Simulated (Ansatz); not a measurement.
**W: pressure against volume, fitted**

```
CELL_PARAMETERS angstrom
0.00000 2.03000 2.03000
2.03000 0.00000 2.03000
2.03000 2.03000 0.00000
ATOMIC_POSITIONS crystal
W 0.00000 0.00000 0.00000
```

The cell comes from COD entry 1534935, which wasn't checked; take it as a given geometry.

Spin–orbit coupling is left out, though it moves levels of the heavy atoms by tenths of an eV or more.

All numbers below come from DFT, PBE, all-electron LAPW, scalar-relativistic (Ansatz 0.2.0).

The runs use a Γ-centred 14×14×14 k mesh, Fermi–Dirac smearing of 0.05 eV, basis error target 0.25 meV/atom, no spin polarisation.

The cell is scaled evenly. Fractional coordinates are held (clamped ions).

```json
{"V (Å³/atom)": "15.894", "P (GPa)": "10.50"}
{"V (Å³/atom)": "16.062", "P (GPa)": "7.17"}
{"V (Å³/atom)": "16.313", "P (GPa)": "2.48"}
{"V (Å³/atom)": "16.396", "P (GPa)": "1.00"}
{"V (Å³/atom)": "16.564", "P (GPa)": "-1.85"}
{"V (Å³/atom)": "16.731", "P (GPa)": "-4.57"}
{"V (Å³/atom)": "16.898", "P (GPa)": "-7.14"}
{"V (Å³/atom)": "17.065", "P (GPa)": "-9.58"}
{"V (Å³/atom)": "17.149", "P (GPa)": "-10.76"}
{"V (Å³/atom)": "17.400", "P (GPa)": "-14.10"}
{"V (Å³/atom)": "17.567", "P (GPa)": "-16.18"}
{"V (Å³/atom)": "17.735", "P (GPa)": "-18.15"}
```

(1) Fit a third-order Birch–Murnaghan curve to the pressures.

(2) Predict the pressure at the withheld volume, 15.727 Å³/atom.

## Answers

(1) P = (3B0/2)(y^(7/2) − y^(5/2))[1 + (3/4)(B0′ − 4)(y − 1)] with y = (V0/V)^(2/3) fits within 0.01 GPa for V0 = 16.453 Å³/atom, B0 = 282.9 GPa and B0′ = 4.15.

(2) There y = 1.0306, so the fit gives 14.03 GPa; the run gave 14.00 GPa.
